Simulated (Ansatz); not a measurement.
# LaAlO3 (cubic perovskite): frozen-phonon scan

Relaxed LaAlO3 (cubic perovskite):

```
LaAlO3
1.0
    3.81241     0.00000     0.00000
    0.00000     3.81241     0.00000
    0.00000     0.00000     3.81241
La Al O
1 1 3
Direct
  0.00000   0.00000   0.00000
  0.50000   0.50000   0.50000
  0.00000   0.50000   0.50000
  0.50000   0.50000   0.00000
  0.50000   0.00000   0.50000
```

A phonon eigenvector at Γ is frozen into this cell: atom i moves by Q times the vector below, so Q is the largest atomic displacement, in Å. The cell is held. It is one choice among 3 degenerate patterns.

| atom | x | y | z |
|---|---|---|---|
| La1 | 0.000 | 0.000 | -0.003 |
| Al2 | 0.000 | 0.000 | -0.260 |
| O3 | 0.000 | 0.000 | -0.265 |
| O4 | 0.000 | 0.000 | 1.000 |
| O5 | 0.000 | 0.000 | -0.265 |

Computed with PBE (plane waves to 420 eV, PAW, scalar-relativistic; Ansatz, a program for electronic structure). k mesh 9×9×9 (Γ-centred), Fermi-Dirac smearing 0.05 eV. The energy includes the smearing's −TS. Compression counts positive. LaAlO3 is run without spin polarisation. LaAlO3 was relaxed with its symmetry unable to fall. This is a high-temperature form of LaAlO3. The zero of ΔE is the undisplaced structure.

| Q (Å) | ΔE (meV/cell) | P (GPa) | −dE/dQ from forces (eV/Å) |
|---|---|---|---|
| -0.280 | 1528 | 12.6 | 13.622 |
| -0.233 | 982 | 8.4 | 9.906 |
| -0.187 | 590 | 5.2 | 7.046 |
| -0.140 | 315 | 2.9 | 4.800 |
| -0.093 | 135 | 1.2 | 2.979 |
| -0.047 | 33 | 0.3 | 1.425 |
| 0.000 | 0 | 0.0 | 0.000 |
| 0.047 | 33 | 0.3 | -1.425 |
| 0.093 | 135 | 1.2 | -2.979 |
| 0.140 | 315 | 2.9 | -4.800 |
| 0.187 | 590 | 5.2 | -7.046 |
| 0.233 | 982 | 8.4 | -9.906 |
| 0.280 | 1528 | 12.6 | -13.622 |

Derived quantities:

```
Item                                                                                                                 Result
-----------------------------------------------------------  --------------------------------------------------------------
Energy at Q = 0.280 Å                                                                                         1528 meV/cell
Space group of the distorted cell                                                         P4mm (No. 99), lowered from Pm-3m
Symmetry of the curve                                                                         even: the same for both signs
Shape of the curve                                           a single well with its minimum at or next to zero displacement
Harmonic wavenumber from the curvature (finite differences)                                                        638 cm⁻¹
Wavenumber by perturbation theory (DFPT, on another k mesh)                                                        638 cm⁻¹
```

(A displaced cell: forces are minus the slopes of the energy, force constants its curvatures, and phonons follow from these.)
